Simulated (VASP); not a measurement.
# AlN (P6_3mc) in VASP: settings compared

The runs below take AlN through relaxation of cell and atoms, with SCAN, optB88-vdW, vdW-DF-cx, rev-vdW-DF2.

Program: VASP 6.6.1. These are calculated values, not measurements. Logs are shortened: lines on timing, memory, paths and dates and some standing lists are left out, and cuts for length are marked.

## 1. Starting point

It takes space group P6_3mc (No. 186, hexagonal). The conventional cell has a = 3.113 Å, b = 3.113 Å, c = 4.981 Å, α = 90.00°, β = 90.00°, γ = 120.00°. Al (site symmetry 3m) is surrounded by 4 N at 1.89 Å. Around N (site symmetry 3m) lie 4 Al at 1.89 Å.

## 2. Relaxation of cell and atoms, SCAN

INCAR reads:

```
ALGO = Normal
EDIFF = 1E-7
EDIFFG = -0.02
ENCUT = 600
IBRION = 2
ISIF = 3
ISMEAR = -1
LASPH = T
LCHARG = F
LMIXTAU = T
LREAL = F
LWAVE = F
METAGGA = SCAN
NELM = 100
NSW = 40
PREC = Accurate
SIGMA = 0.05
```

KPOINTS reads:

```
k-points
0
Gamma
  7 7 5
```

POSCAR reads:

```
AlN
1.0
    3.1130000000      0.0000000000      0.0000000000
   -1.5565000000      2.6959370820      0.0000000000
    0.0000000000      0.0000000000      4.9810000000
Al N
2 2
Direct
    0.6666666667      0.3333333333      0.5000000000
    0.3333333333      0.6666666667      0.0000000000
    0.6666666667      0.3333333333      0.8800000000
    0.3333333333      0.6666666667      0.3800000000
```

Potentials or basis: VASP PAW PBE potentials, release 64 (Al, N).

Launch:

```
> cat potpaw_PBE.64/Al/POTCAR potpaw_PBE.64/N/POTCAR > POTCAR
> mpirun -np 1 vasp_std > vasp.out
```

OUTCAR:

```text
EDIFF = 1E-7
   EDIFFG = -0.02
   ENCUT = 600
   IBRION = 2
   ISIF = 3
   ISMEAR = -1
   LASPH = T
   LREAL = F
   METAGGA = SCAN
   NELM = 100
   NSW = 40
   PREC = Accurate

 ion  position               nearest neighbor table
   1  0.667  0.333  0.500-   3 1.89   4 1.89   4 1.89   4 1.89   2 3.07   2 3.07   2 3.07   2 3.07
                             2 3.07   2 3.07
   2  0.333  0.667  0.000-   4 1.89   3 1.89   3 1.89   3 1.89   1 3.07   1 3.07   1 3.07   1 3.07
                             1 3.07   1 3.07
   3  0.667  0.333  0.880-   1 1.89   2 1.89   2 1.89   2 1.89
   4  0.333  0.667  0.380-   2 1.89   1 1.89   1 1.89   1 1.89

  LATTYP: Found a hexagonal cell.
 ALAT       =     3.1130000000
 C/A-ratio  =     1.6000642467

  Lattice vectors:

 A1 = (   3.1130000000,   0.0000000000,   0.0000000000)
 A2 = (  -1.5565000000,   2.6959370820,   0.0000000000)
 A3 = (   0.0000000000,   0.0000000000,   4.9810000000)

Analysis of symmetry for initial positions (statically):
=====================================================================
 Subroutine PRICEL returns:
 Original cell was already a primitive cell.

 Routine SETGRP: Setting up the symmetry group for a
 hexagonal supercell.

 Subroutine GETGRP returns: Found 12 space group operations
 (whereof  6 operations were pure point group operations)
 out of a pool of 24 trial point group operations.

The static configuration has the point symmetry C_3v.
 The point group associated with its full space group is C_6v.

Analysis of symmetry for dynamics (positions and initial velocities):
=====================================================================
 Subroutine PRICEL returns:
 Original cell was already a primitive cell.

 Routine SETGRP: Setting up the symmetry group for a
 hexagonal supercell.

 Subroutine GETGRP returns: Found 12 space group operations
 (whereof  6 operations were pure point group operations)
 out of a pool of 24 trial point group operations.

The dynamic configuration has the point symmetry C_3v.
 The point group associated with its full space group is C_6v.

 Subroutine INISYM returns: Found 12 space group operations
 (whereof  6 operations are pure point group operations),
 and found     1 'primitive' translations

----------------------------------------------------------------------------------------

                                     Primitive cell

  volume of cell :      41.8028

  direct lattice vectors                    reciprocal lattice vectors
     3.113000000  0.000000000  0.000000000     0.321233537  0.185464269  0.000000000
    -1.556500000  2.695937082  0.000000000     0.000000000  0.370928538  0.000000000
     0.000000000  0.000000000  4.981000000     0.000000000  0.000000000  0.200762899

[... 86 lines left out ...]
   EDIFF  = 0.1E-06   stopping-criterion for ELM
   LREAL  =      F    real-space projection
   EDIFFG = -.2E-01   stopping-criterion for IOM
   NSW    =     40    number of steps for IOM
   IBRION =      2    ionic relax: 0-MD 1-quasi-New 2-CG
   NFREE  =      1    steps in history (QN), initial steepest desc. (CG)
   ISIF   =      3    stress and relaxation
   ISYM   =      2    0-nonsym 1-usesym 2-fastsym
   POTIM  = 0.5000    time-step for ionic-motion
   TEBEG  =    0.0;   TEEND  =   0.0 temperature during run
   PSTRESS=    0.0 pullay stress
   NELECT =      16.0000    total number of electrons
   NUPDOWN=      -1.0000    fix difference up-down
   EMIN   =  10.00;   EMAX   =-10.00  energy-range for DOS
   EFERMI =   0.00;   METHOD = LEGACY
   ISMEAR =    -1;   SIGMA  =   0.05  broadening in eV -4-tet -1-fermi 0-gaus
   EFERMI_NEDOS =   21; number of points for ismear=-14 and -15
   IALGO  =     38    algorithm
   IMIX   =      4    mixing-type and parameters
     AMIX     =   0.40;   BMIX     =  1.00
     AMIX_MAG =   1.60;   BMIX_MAG =  1.00
  volume/ion in A,a.u.               =      10.45        70.52
  Fermi-wavevector in a.u.,A,eV,Ry     =   1.188629  2.246183 19.222843  1.412839
  Thomas-Fermi vector in A             =   2.324754
   LORBIT       =      0    0 simple, 1 ext, 2 COOP (PROOUT), +10 PAW based schemes
   METAGGA = SCAN    functional components
   LHFCALC =     F    Hartree Fock is set to
   AEXX    =    0.0000 exact exchange contribution
   IVDW    =     0    specifies the selected vdW correction
   LEPSILON=     F    determine dielectric tensor
   LRPA    =     F    only Hartree local field effects (RPA)
 conjugate gradient relaxation of ions
 non-spin polarized calculation
  energy-cutoff  :      600.00
  volume of cell :       41.80
 maximum number of plane-waves:      1418
 NGX is ok and might be reduce to    28
   NGX = 13   NGY = 13   NGZ = 19

--------------------------------------- Ionic step        1  -------------------------------------------

 number of electron      16.0000000 magnetization

 Free energy of the ion-electron system (eV)
  ---------------------------------------------------
  ext. energy  EPLUGINS =         0.00000000
  ---------------------------------------------------
  free energy    TOTEN  =       -40.89392430 eV

  energy without entropy =      -40.89392430  energy(sigma->0) =      -40.89392430

------------------------ aborting loop because EDIFF is reached ----------------------------------------

  FORCE on cell =-STRESS in cart. coord.  units (eV):
  Direction    XX          YY          ZZ          XY          YZ          ZX
  --------------------------------------------------------------------------------------
  -------------------------------------------------------------------------------------
  Total       -0.6939598     -0.6939598     -0.2311760      0.0000000      0.0000000     -0.0000000
  in kB      -26.5974178    -26.5974178     -8.8602914      0.0000000      0.0000000     -0.0000000
  external PRESSURE =     -20.6850423 kB  Pullay stress =       0.0000000 kB
[... 63 lines left out ...]
--------------------------------------- Ionic step        3  -------------------------------------------

 number of electron      15.9999999 magnetization

 Free energy of the ion-electron system (eV)
  ---------------------------------------------------
  ext. energy  EPLUGINS =         0.00000000
  ---------------------------------------------------
  free energy    TOTEN  =       -40.89784369 eV

  energy without entropy =      -40.89784369  energy(sigma->0) =      -40.89784369

 E-fermi :   6.9597     XC(G=0): -11.4515

 val. band max:        5.9444578476   @ k =   0.0000   0.0000   0.0000
 cond. band min:      10.9024458546   @ k =   0.0000   0.0000   0.0000
 fundamental gap:      4.9579880070
 Fermi energy:         6.9597269576

 k-point     1 :       0.0000    0.0000    0.0000
  band No.  band energies     occupation
      1     -10.1101      2.00000
      2      -7.9906      2.00000
      3      -0.1439      2.00000
      4       5.0735      2.00000
      5       5.0735      2.00000
      6       5.7339      2.00000
      7       5.7339      2.00000
      8       5.9445      2.00000
      9      10.9024      0.00000
     10      13.5368      0.00000
     11      17.5796      0.00000
     12      18.0423      0.00000
[... 374 lines left out ...]
  FREE ENERGIE OF THE ION-ELECTRON SYSTEM (eV)
  ---------------------------------------------------
  free  energy   TOTEN  =       -40.8978436947 eV

  energy  without entropy=      -40.8978436947  energy(sigma->0) =      -40.89784369

 reached required accuracy - stopping structural energy minimisation
```

OSZICAR:

```text
N       E                     dE             d eps       ncg     rms          rms(c)
DAV:   1     0.465561639089E+02    0.46556E+02   -0.83840E+03   576   0.137E+03
DAV:   2    -0.453790926413E+02   -0.91935E+02   -0.83102E+02   864   0.259E+02
DAV:   3    -0.499932632567E+02   -0.46142E+01   -0.45850E+01   760   0.614E+01
[... 49 lines left out ...]
DAV:   8    -0.408978436021E+02    0.13510E-05   -0.91720E-07   660   0.138E-02    0.128E-03
DAV:   9    -0.408978453805E+02   -0.17784E-05   -0.18335E-07   404   0.638E-03    0.709E-04
DAV:  10    -0.408978431071E+02    0.22733E-05   -0.38151E-07   576   0.976E-03    0.466E-04
DAV:  11    -0.408978436801E+02   -0.57297E-06   -0.10638E-07   384   0.532E-03    0.175E-04
DAV:  12    -0.408978436947E+02   -0.14578E-07   -0.49033E-09   288   0.944E-04
   3 F= -.40897844E+02 E0= -.40897844E+02  d E =-.391939E-02
```

CONTCAR:

```text
AlN
   1.00000000000000
     3.0995469594107075    0.0000000000000000   -0.0000000000000000
    -1.5497734797053537    2.6842864070912826    0.0000000000000000
     0.0000000000000000    0.0000000000000000    4.9738292198970182
  Al              N
     2     2
Direct
     0.6666666667000030    0.3333333332999970    0.4994112767222705
     0.3333333332999970    0.6666666667000030    0.9994112767222705
     0.6666666667000030    0.3333333332999970    0.8805887232777321
     0.3333333332999970    0.6666666667000030    0.3805887232777320

  0.00000000E+00  0.00000000E+00  0.00000000E+00
  0.00000000E+00  0.00000000E+00  0.00000000E+00
  0.00000000E+00  0.00000000E+00  0.00000000E+00
  0.00000000E+00  0.00000000E+00  0.00000000E+00
```

It took 2.8 min on 1 thread of Intel Xeon Platinum 8375C at 2.90GHz (Ice Lake), shared host; peak memory 0.18 GiB.

Results:

```
Free energy                            : -40.8978 eV
Relaxed volume                         : 10.35 Å³/atom
Relaxed cell                           : a = 3.100 Å, b = 3.100 Å, c = 4.974 Å, α = 90.00°, β = 90.00°, γ = 120.00°
Space group after relaxing (to 0.05 Å) : P6_3mc (No. 186)
Energy gained by relaxing              : 1.0 meV/atom
Ionic steps                            : 3
Pressure after relaxing                : 0.1 GPa
Largest force after relaxing           : 0.012 eV/Å
Band gap on the k mesh                 : 4.96 eV, direct
```

Forces in eV/Å, atoms in the order of the input:
```
Al   0.000  0.000 -0.012
Al   0.000  0.000 -0.012
N    0.000  0.000  0.012
N    0.000  0.000  0.012
```

Step by step:
```
step  energy change (eV)  largest force (eV/Å)  pressure (GPa)  volume (Å³)
   1              0.0000                0.1180           -2.07        41.80
   2             -0.0003                0.0907            2.14        40.99
   3             -0.0039                0.0117            0.05        41.38
```

Final structure:
```xyz
4
Lattice="3.0995 0.0000 0.0000 -1.5498 2.6843 0.0000 0.0000 0.0000 4.9738" Properties=species:S:1:pos:R:3 pbc="T T T"
Al    1.5498    0.8948    2.4840
Al    0.0000    1.7895    4.9709
N     1.5498    0.8948    4.3799
N     0.0000    1.7895    1.8930
```

Levels at points of the mesh, in eV from the valence-band top:
| k point | band 5 | band 6 | band 7 | band 8 | band 9 | band 10 | band 11 | band 12 |
| --- | --- | --- | --- | --- | --- | --- | --- | --- |
| (0.00, 0.00, 0.00) | -0.87 | -0.21 | -0.21 | 0.00 | 4.96 | 7.59 | 11.64 | 12.10 |

Caveat: the PAW data sets were made with another functional, which shifts forces and pressure a little. SCAN opens gaps a little over a GGA but as a rule still falls short of measured ones.

## 3. Relaxation of cell and atoms, optB88-vdW

INCAR reads:

```
AGGAC = 0.0
ALGO = Normal
EDIFF = 1E-7
EDIFFG = -0.02
ENCUT = 600
GGA = BO
IBRION = 2
ISIF = 3
ISMEAR = -1
LASPH = T
LCHARG = F
LREAL = F
LUSE_VDW = T
LWAVE = F
NELM = 100
NSW = 40
PARAM1 = 0.1833333333
PARAM2 = 0.22
PREC = Accurate
SIGMA = 0.05
```

KPOINTS is that of step 2.

POSCAR is that of step 2.

Potentials or basis: VASP PAW PBE potentials, release 64 (Al, N).

Launch:

```
> cat potpaw_PBE.64/Al/POTCAR potpaw_PBE.64/N/POTCAR > POTCAR
> mpirun -np 1 vasp_std > vasp.out
```

Wall time 2.2 min (1 thread of Intel Xeon Platinum 8375C at 2.90GHz (Ice Lake), shared host); peak memory 0.38 GiB.

Results (log left out):

| Quantity | Value |
| --- | --- |
| Free energy | -24.8457 eV |
| Relaxed volume | 10.56 Å³/atom |
| Relaxed cell | a = 3.121 Å, b = 3.121 Å, c = 5.010 Å, α = 90.00°, β = 90.00°, γ = 120.00° |
| Space group after relaxing (to 0.05 Å) | P6_3mc (No. 186) |
| Energy gained by relaxing | 1.1 meV/atom |
| Ionic steps | 3 |
| Pressure after relaxing | 0.0 GPa |
| Largest force after relaxing | 0.004 eV/Å |
| Band gap on the k mesh | 4.27 eV, direct |

Forces in eV/Å, atoms in the order of the input:
```
Al   0.000  0.000  0.004
Al   0.000  0.000  0.004
N    0.000  0.000 -0.004
N    0.000  0.000 -0.004
```

Step by step:
```csv
step,energy change (eV),largest force (eV/Å),pressure (GPa),volume (Å³)
1,0.0000,0.1193,2.19,41.80
2,-0.0008,0.1037,-1.88,42.67
3,-0.0043,0.0043,0.02,42.25
```

Final structure:
```cif
data_structure
_symmetry_space_group_name_H-M 'P 1'
_symmetry_Int_Tables_number 1
_cell_length_a 3.1207
_cell_length_b 3.1207
_cell_length_c 5.0099
_cell_angle_alpha 90.000
_cell_angle_beta 90.000
_cell_angle_gamma 120.000
_cell_volume 42.25
loop_
_atom_site_label
_atom_site_type_symbol
_atom_site_fract_x
_atom_site_fract_y
_atom_site_fract_z
_atom_site_occupancy
Al1 Al 0.66667 0.33333 0.49939 1
Al2 Al 0.33333 0.66667 0.99939 1
N1 N 0.66667 0.33333 0.88061 1
N2 N 0.33333 0.66667 0.38061 1
```

Levels at points of the mesh, in eV from the valence-band top:
```csv
k point,band 4,band 5,band 6,band 7,band 8,band 9,band 10,band 11,band 12
"(0.00, 0.00, 0.00)",-0.82,-0.82,-0.19,-0.19,0.00,4.27,6.70,10.61,11.16
```

Caveat: the PAW data sets were made with another functional, which shifts forces and pressure a little.

## 4. Relaxation of cell and atoms, vdW-DF-cx

INCAR, as its differences from that of step 3:

```diff
@@ -5,3 +5,3 @@
 ENCUT = 600
-GGA = BO
+GGA = CX
 IBRION = 2
@@ -16,4 +16,2 @@
 NSW = 40
-PARAM1 = 0.1833333333
-PARAM2 = 0.22
 PREC = Accurate
```

KPOINTS is that of step 3.

POSCAR is that of step 3.

Launch:

```
> cat potpaw_PBE.64/Al/POTCAR potpaw_PBE.64/N/POTCAR > POTCAR
> mpirun -np 1 vasp_std > vasp.out
```

Run time: 2.3 min. Hardware: 1 thread of Intel Xeon Platinum 8375C at 2.90GHz (Ice Lake), shared host; peak memory 0.38 GiB.

The run converged. Its results:

* Free energy: -25.2663 eV
* Relaxed volume: 10.52 Å³/atom
* Relaxed cell: a = 3.117 Å, b = 3.117 Å, c = 5.001 Å, α = 90.00°, β = 90.00°, γ = 120.00°
* Space group after relaxing (to 0.05 Å): P6_3mc (No. 186)
* Energy gained by relaxing: 0.6 meV/atom
* Ionic steps: 3
* Pressure after relaxing: 0.0 GPa
* Largest force after relaxing: 0.010 eV/Å
* Band gap on the k mesh: 4.18 eV, direct

Forces on the atoms (eV/Å):
```
Al   0.000  0.000 -0.010
Al   0.000  0.000 -0.010
N    0.000  0.000  0.010
N    0.000  0.000  0.010
```

Stress tensor (GPa, compression positive):
```
 0.12  0.00  0.00
 0.00  0.12  0.00
 0.00  0.00 -0.23
```

The path:
```csv
step,energy change (eV),largest force (eV/Å),pressure (GPa),volume (Å³)
1,0.0000,0.1346,1.39,41.80
2,-0.0004,0.0962,-1.22,42.35
3,-0.0024,0.0103,0.01,42.08
```

Final structure:
```
CELL_PARAMETERS angstrom
3.11729 0.00000 0.00000
-1.55864 2.69965 0.00000
0.00000 0.00000 5.00078
ATOMIC_POSITIONS crystal
Al 0.66667 0.33333 0.49933
Al 0.33333 0.66667 0.99933
N 0.66667 0.33333 0.88067
N 0.33333 0.66667 0.38067
```

Levels at points of the mesh, in eV from the valence-band top:
| k point | band 5 | band 6 | band 7 | band 8 | band 9 | band 10 | band 11 | band 12 |
| --- | --- | --- | --- | --- | --- | --- | --- | --- |
| (0.00, 0.00, 0.00) | -0.84 | -0.20 | -0.20 | 0.00 | 4.18 | 6.67 | 10.53 | 11.11 |

Caveat: the PAW data sets were made with another functional, which shifts forces and pressure a little. Zero-point motion and thermal expansion aren't in these numbers.

(Continued in part 2 of 2.)
